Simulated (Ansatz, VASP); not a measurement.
# CdInCl3 in two plane-wave programs

Wanted: the spread between two codes on one cell, functional and k mesh. The cell is generated by rule, not measured, and may not be a known phase. The cell is taken from a series of runs on this material, whose earlier steps may have relaxed, scaled, displaced or heated it; both programs get it as it stands.

Method: plane waves, with VASP 6.6.1 beside it; zone-centre phonons at PBEsol, in Ansatz 0.2.0.

The structure was built from a prototype and need not be the compound's stable phase.

## Step 1: Starting point

Symmetry: P4/mbm, No. 127, tetragonal system. The conventional cell has a = 7.049 Å, b = 7.049 Å, c = 5.263 Å, α = 90.00°, β = 90.00°, γ = 90.00°. Nearest to In lie 4 Cl at 3.20 Å. Nearest to Cd lie 6 Cl at 2.58 to 2.63 Å. Cl has 2 Cd at 2.58 Å and 2 In at 3.20 Å nearest. Nearest to Cl lie 2 Cd at 2.63 Å. Farther neighbours and most contacts between anions are not listed.

## Step 2: Ansatz: zone-centre phonons, PBEsol

Ansatz runs on its PAW soft_1 files.

Second derivatives magnify differences that forces hide, and they need a tight electronic threshold.

The input, input.yaml:

```yaml
crystal:
  lattice:
    - [7.0485473242, 0.0, 0.0]
    - [0.0, 7.0485473242, 0.0]
    - [0.0, 0.0, 5.2632679423]
  atoms:
    - { symbol: In, position: [0.0, 0.5, 0.0] }
    - { symbol: In, position: [0.5, 0.0, 0.0] }
    - { symbol: Cd, position: [0.0, 0.0, 0.5] }
    - { symbol: Cd, position: [0.5, 0.5, 0.5] }
    - { symbol: Cl, position: [0.1825648293, 0.6825648293, 0.5] }
    - { symbol: Cl, position: [0.8174351707, 0.3174351707, 0.5] }
    - { symbol: Cl, position: [0.6825648293, 0.8174351707, 0.5] }
    - { symbol: Cl, position: [0.3174351707, 0.1825648293, 0.5] }
    - { symbol: Cl, position: [0.0, 0.0, 0.0] }
    - { symbol: Cl, position: [0.5, 0.5, 0.0] }
kpoints:
  mp_grid: { grid: [4, 4, 4] }
hamiltonian:
  xc: pbesol
  pseudopotentials: { kind: paw, azcp: { folder: soft_1 }, xc_functional: pbe }
scf:
  occupations: { method: fixed }
output:
  eigenvalues: true
phonons:
  method: dfpt
  dielectric: true
  rigid_motions: translations
```

Started as:

```bash
> ansatz run input.yaml --threads 8 --pin off --max-ram 16384MiB --backend cpu --events-out ev --progress --plain --runs-dir out
```

Numbers of over 12 decimals in the logs are rounded to 6 here.

The program printed:

```text
Engine: ansatz 0.2.0, aarch64-unknown-linux-gnu
Pseudopotentials: kind: paw
Pseudopotential: In, paw, valence charge 13, recommended cutoff 420 eV (normal), soft_1/In.paw.azcp
Pseudopotential: Cd, paw, valence charge 20, recommended cutoff 420 eV (normal), soft_1/Cd.paw.azcp
Pseudopotential: Cl, paw, valence charge 7, recommended cutoff 420 eV (normal), soft_1/Cl.paw.azcp
Functional definition: PBEsol
  exchange = pbesol_x
  correlation = pbesol_c
Crystal: 10 atoms, lattice volume = 261.490 Å³
Basis set: ecut = 420 eV, 5133 PW (Γ), exchange–correlation on 96×96×72 points (8 copies of the dense FFT grid, shifted against one another)
Bands: 65, of which v1, the nominal top of the filled ones, is band 54 counted from 1 (53 counted from 0)
Symmetry: 16 space group operations
k-points: 36 of 64 (irreducible under 1 space group operation, time reversal used)
Non-local potential: In, projectors of the file, l = 0: 2, l = 1: 2, l = 2: 2, l = 3: 1
Non-local potential: Cd, projectors of the file, l = 0: 3, l = 1: 2, l = 2: 2, l = 3: 1
Non-local potential: Cl, projectors of the file, l = 0: 2, l = 1: 2, l = 2: 1
PAW form: soft (Blöchl's): semilocal exchange-correlation on the pseudo side does not see the compensation charge
PAW frozen core: In, regenerated for the run's functional, and the local potential with it (the file was generated under x = pbe(κ = 0.804, μ = 0.219515), c = pbe(β = 0.066725))
PAW frozen core: Cd, regenerated for the run's functional, and the local potential with it (the file was generated under x = pbe(κ = 0.804, μ = 0.219515), c = pbe(β = 0.066725))
PAW frozen core: Cl, regenerated for the run's functional, and the local potential with it (the file was generated under x = pbe(κ = 0.804, μ = 0.219515), c = pbe(β = 0.066725))
PAW one-centre angular grid: In, 590 points (default); XC on 64 Gauss nodes
PAW one-centre angular grid: Cd, 590 points (default); XC on 64 Gauss nodes
PAW one-centre angular grid: Cl, 110 points (default); XC on 64 Gauss nodes
Initial density: superposition of atomic densities (chi_scale 0.1, normalization cell, long waves kept (reshape's long-wave potential 0.01 eV rms))
Initial wavefunctions: pseudopotential atomic-orbital guess
Functional: x = pbesol(κ = 0.804, μ = 0.123457), c = pbesol(β = 0.046)
SCF iter   1: F=—  HF=-33796.585547 eV  |F-HF|=—  |Δ(HF+E_count)|=         —  Δρ=5.31e-2  dr2=8.65e0  ethr=3.10e-3  ⟨swp⟩=4.9  Hψ=7623  notcnv=0  defer=296
preconditioner: auto → Resta (q_TF=auto, 2.354 Å⁻¹)  ε∞=3.8  [insulator: Δε(μ)=1.323 eV  Ē_g=13.058 eV  n_scr=62 (ndim 8)  ℏωp=22.0 eV  f_vac=0.012  ε∞_Penn≈3.8]
SCF iter   2: F=—  HF=-33793.477151 eV  |F-HF|=—  |Δ(HF+E_count)|=    3.11e0  Δρ=1.40e-2  dr2=6.11e-1  ethr=3.10e-3  ⟨swp⟩=3.0  Hψ=4989  notcnv=0  defer=266
SCF iter   3: F=—  HF=-33793.275324 eV  |F-HF|=—  |Δ(HF+E_count)|=   2.02e-1  Δρ=5.72e-3  dr2=8.96e-2  ethr=5.66e-4  ⟨swp⟩=3.2  Hψ=3671  notcnv=0  defer=314
SCF iter   4: F=—  HF=-33793.250710 eV  |F-HF|=—  |Δ(HF+E_count)|=   2.46e-2  Δρ=1.09e-3  dr2=4.08e-3  ethr=8.29e-5  ⟨swp⟩=3.1  Hψ=4285  notcnv=0  defer=322
SCF iter   5: F=—  HF=-33793.250810 eV  |F-HF|=—  |Δ(HF+E_count)|=   1.00e-4  Δρ=3.22e-4  dr2=3.33e-4  ethr=3.78e-6  ⟨swp⟩=2.5  Hψ=3426  notcnv=0  defer=322
SCF iter   6: F=—  HF=-33793.251030 eV  |F-HF|=—  |Δ(HF+E_count)|=   2.20e-4  Δρ=6.25e-5  dr2=1.08e-5  ethr=3.08e-7  ⟨swp⟩=2.9  Hψ=4135  notcnv=0  defer=322
SCF iter   7: F=—  HF=-33793.251053 eV  |F-HF|=—  |Δ(HF+E_count)|=   2.27e-5  Δρ=1.22e-5  dr2=6.60e-7  ethr=9.96e-9  ⟨swp⟩=2.2  Hψ=3748  notcnv=0  defer=275
SCF iter   8: F=—  HF=-33793.251241 eV  |F-HF|=—  |Δ(HF+E_count)|=   1.88e-4  Δρ=5.64e-6  dr2=1.26e-7  ethr=6.11e-10  ⟨swp⟩=2.0  Hψ=3784  notcnv=0  defer=180
SCF iter   9: F=—  HF=-33793.251241 eV  |F-HF|=—  |Δ(HF+E_count)|=   1.52e-8  Δρ=1.08e-6  dr2=4.18e-9  ethr=1.17e-10  ⟨swp⟩=2.0  Hψ=3850  notcnv=0  defer=180
SCF iter  10: F=—  HF=-33793.251241 eV  |F-HF|=—  |Δ(HF+E_count)|=   3.18e-9  Δρ=3.61e-7  dr2=3.85e-10  ethr=3.87e-12  ⟨swp⟩=2.8  Hψ=3867  notcnv=0  defer=180
SCF iter  11: F=-33793.251241 eV  HF=-33793.251241 eV  |F-HF|=0.00e0  |Δ(HF+E_count)|=  3.35e-10  Δρ=9.31e-8  dr2=3.12e-11  ethr=1.00e-12  ⟨swp⟩=18.3  Hψ=16829  notcnv=0
SCF 1 converged in 11 iterations: F = -33793.251241 eV  dr2 = 3.12e-11
  greatest PAW one-centre occupation: 1.000 electrons in one spin orbital (limit 2), on the Cd atom at site 3 (counted from 0), in its partial waves of l = 0
DFPT response loops at Γ: preconditioner auto → Resta (q_TF=auto, 2.354 Å⁻¹)  ε∞=6.1 (no band partly filled); β = 1.00, the filter's whole step (`scf.mixing.beta` (0.50) is not read by the response loops at its default; to damp them type it under 1.00, their step now; it binds the ground state too); Broyden in place of MSR1
[...]
E_ewald      = -8657.903893
  E_core_change = 1.626322  (= ΣΔE_core)
  E_smearing   = -0.000000  (= −TS)
  E_closure    = -0.000000  (closes the sum)
  Σ components = -33793.251241   (vs F -33793.251241, Δ=0.00e0)
--- Band table (eV; the first three rows and the last of 36) ---
  k-point 0: bands = [... 50 lower, 3.3017, 3.3807, 3.8938, 3.9342, 6.3987, 9.1282, 9.1282, 9.2244, ... 7 higher]
  k-point 1: bands = [... 50 lower, 3.4102, 3.8971, 4.0978, 4.3076, 7.1634, 9.3405, 9.3405, 9.6617, ... 7 higher]
  k-point 2: bands = [... 50 lower, 3.9005, 3.9392, 4.1429, 4.6194, 8.3922, 9.3498, 9.4382, 9.4382, ... 7 higher]
  k-point 35: bands = [... 50 lower, 3.9122, 3.9122, 4.7974, 4.7974, 8.2424, 8.2424, 9.3309, 9.3309, ... 7 higher]
--- Phonons (Γ-DFPT): 8 representative perturbations + reference, on 36 of 64 k-points (Σ response iterations 26) ---
  k mesh reduced under 1 symmetry operation, with k and −k counted as one. Each operation leaves every solved perturbation unchanged. A smaller set is not considered because the run solves the response to a homogeneous field
  ASR residual: 7.829e-5 → 0.000e0 eV/Å²; symmetrization residual: 2.401e-5 eV/Å²
  ASR residual per site (eV/Å²): 7.83e-5 7.83e-5 1.64e-5 1.64e-5 3.83e-5 3.83e-5 3.83e-5 3.83e-5 4.53e-5 4.53e-5
  Γ frequencies (cm⁻¹): -27.30 -27.30 -20.13 -20.13 0.00 0.00 0.00 23.23 37.20 41.85 41.85 49.96 56.37 58.69 58.69 72.07 94.52 94.52 99.74 99.74 111.56 141.86 141.86 148.53 153.14 218.20 221.59 244.60 244.60 267.75
  ε∞ (high-frequency dielectric tensor):
        4.462873     0.000000     0.000000
        0.000000     4.462873     0.000000
        0.000000     0.000000     4.663777
  softest optical mode at Γ: -27.30 cm⁻¹; the repairs (sum rule, projections) moved no ω² at Γ by more than (2.43 cm⁻¹)²
  Born effective charges Z* (e; rows j = field, columns β = displacement):
    site 0:
         1.78532    0.36236    0.00000
         0.36236    1.78532    0.00000
         0.00000    0.00000    2.51933
    site 1:
         1.78532   -0.36236    0.00000
        -0.36236    1.78532    0.00000
         0.00000    0.00000    2.51933
    site 2:
         2.68793   -0.03619    0.00000
         0.03619    2.68793    0.00000
         0.00000    0.00000    2.71108
    site 3:
         2.68793    0.03619    0.00000
        -0.03619    2.68793    0.00000
         0.00000    0.00000    2.71108
    site 4:
        -1.56248    0.36382    0.00000
         0.36382   -1.56248    0.00000
         0.00000    0.00000   -1.53092
    site 5:
        -1.56248    0.36382    0.00000
         0.36382   -1.56248    0.00000
         0.00000    0.00000   -1.53092
    site 6:
        -1.56248   -0.36382    0.00000
        -0.36382   -1.56248    0.00000
         0.00000    0.00000   -1.53092
    site 7:
[...]
site 8:
[...]
site 9:
[...]
Z* charge neutrality: 1.337e-2 e pre-enforcement
  solved inside a basis spanned on kpoints, on 4×4×4 k-points, its susceptibility summed on 6×6×8: ε∞ is read to err by 1.5e-2, Z* by 3.4e-2 e (field_mesh: kpoints solves on kpoints); Z* is corrected for what the basis lacks
  optical modes at Γ without the LO–TO term, one row a degenerate level:
      ω (cm⁻¹)  modes    IR ((D/Å)²/amu)
[...]
optical modes at Γ + LO–TO along q̂ = [1.0000, 0.0000, 0.0000]:
      ω (cm⁻¹)  modes    IR ((D/Å)²/amu)
[...]
optical modes at Γ + LO–TO along q̂ = [0.0000, 1.0000, 0.0000]:
      ω (cm⁻¹)  modes    IR ((D/Å)²/amu)
[...]
optical modes at Γ + LO–TO along q̂ = [0.0000, 0.0000, 1.0000]:
      ω (cm⁻¹)  modes    IR ((D/Å)²/amu)
[...]
141.86      2             2.7090
        142.81      1             7.0583
        148.53      1             0.0000
        153.14      1             0.0000
        218.20      1             0.0000
        244.60      2             9.2934
        249.39      1            10.7119
        267.75      1             0.0000
```

(Continued in part 2 of 3.)

[Lines on the potential files, build, host, timing and source positions are cut from VASP's logs without a mark.]

[Logs are printed without paths, hosts, clocks, repeated set-up lines and the standing remarks that a program may print on its own settings, such as how far it seeks lower states.]

[Hosts, paths, dates, database ids (printed as entryN), source tags and the programs' standing remarks are cut or masked in the printed files.]
